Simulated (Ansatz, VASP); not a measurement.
**Ir: VASP beside Ansatz**

File INCAR:

```
SYSTEM = Ir
  ALGO = Normal
  EDIFF = 1E-7
  EDIFFG = -0.01
  ENCUT = 600
  GGA = RP
  IBRION = 2
  ISIF = 3
  ISMEAR = -1
  LASPH = .TRUE.
  LCHARG = .FALSE.
  LREAL = .FALSE.
  LWAVE = .FALSE.
  NELM = 80
  NSW = 80
  PREC = Accurate
  SIGMA = 0.05
```

KPOINTS

```
k-points
0
G
  12 12 12
  0 0 0
```

Contents of POSCAR:

```
Ir
1.0
    0.0000000000      1.9156000000      1.9156000000
    1.9156000000      0.0000000000      1.9156000000
    1.9156000000      1.9156000000      0.0000000000
Ir
1
Direct
    0.0000000000      0.0000000000      0.0000000000
```

Contents of input.yaml:

```yaml
crystal:
  lattice:
    - [0.0, 1.9156, 1.9156]
    - [1.9156, 0.0, 1.9156]
    - [1.9156, 1.9156, 0.0]
  atoms:
    - { symbol: Ir, position: [0.0, 0.0, 0.0] }
kpoints:
  mp_grid: { grid: [12, 12, 12] }
scf:
  occupations: { method: fermi_dirac, width: 0.05 }
hamiltonian:
  xc: rpbe
  pseudopotentials: { kind: all_electron, lapw: { basis_error: 0.001 } }
output:
  forces: true
  stress: true
relax:
  f_tol: 0.01
  max_steps: 60
  cell: {}
```

Alike in both runs: task relaxation of cell and atoms; functional RPBE; k mesh 12 × 12 × 12; occupations fermi-dirac, width 0.05 eV; no spin polarisation.

|  | VASP | Ansatz |
| --- | --- | --- |
| version | VASP 6.6.1 | Ansatz 0.2.0 |
| potentials or method | VASP PAW PBE potentials, release 64 (Ir) | all-electron LAPW, scalar-relativistic |
| plane-wave cutoff (eV) | 600 | see its input |

Ansatz gave:

* relaxed volume (Å³/atom): 14.65
* relaxed cell length with the largest relative difference (Å): 2.747
* energy change over the relaxation (meV/atom): -27

Q: What did VASP give for the same quantities?

A: Relaxed volume (Å³/atom): 14.68; relaxed cell length with the largest relative difference (Å): 2.748; energy change over the relaxation (meV/atom): -29.

Ansatz ran all-electron here, so the differences hold the error of VASP's frozen core and of both bases.

Caveats: the PAW data sets were made with another functional, which shifts forces and pressure a little (VASP). Zero-point motion and thermal expansion aren't in these numbers. Spin-orbit coupling is left out, which matters for the levels of Ir.
